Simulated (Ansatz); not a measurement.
Here is an Ansatz 0.2.0 calculation.

File input.yaml:

```yaml
crystal:
  lattice:
    - [2.9065, 0.0, 0.0]
    - [-1.45325, 2.5171028361, 0.0]
    - [0.0, 0.0, 2.8366]
  atoms:
    - { symbol: W, position: [0.0, 0.0, 0.0] }
    - { symbol: C, position: [0.6666666667, 0.3333333333, 0.5] }
kpoints:
  mp_grid: { grid: [10, 10, 9] }
scf:
  occupations: { method: fermi_dirac, width: 0.05 }
hamiltonian:
  xc: pbe
  dispersion: d4
  pseudopotentials: { kind: all_electron, lapw: { basis_error: 0.001 } }
output:
  forces: true
  stress: true
relax:
  f_tol: 0.005
  max_steps: 60
  cell: {}
```

Potentials or basis: all-electron LAPW, scalar-relativistic.

Command:

```sh
$ ansatz run input.yaml --threads 1 --pin off --max-ram 3072MiB --backend cpu --events-out ev --progress --plain --runs-dir out
```

(1) Predict the space group after relaxing (to 0.05 Å).

(2) Predict the relaxed volume.

Results:

(1) P-6m2 (No. 187).

(2) 10.34 Å³/atom.
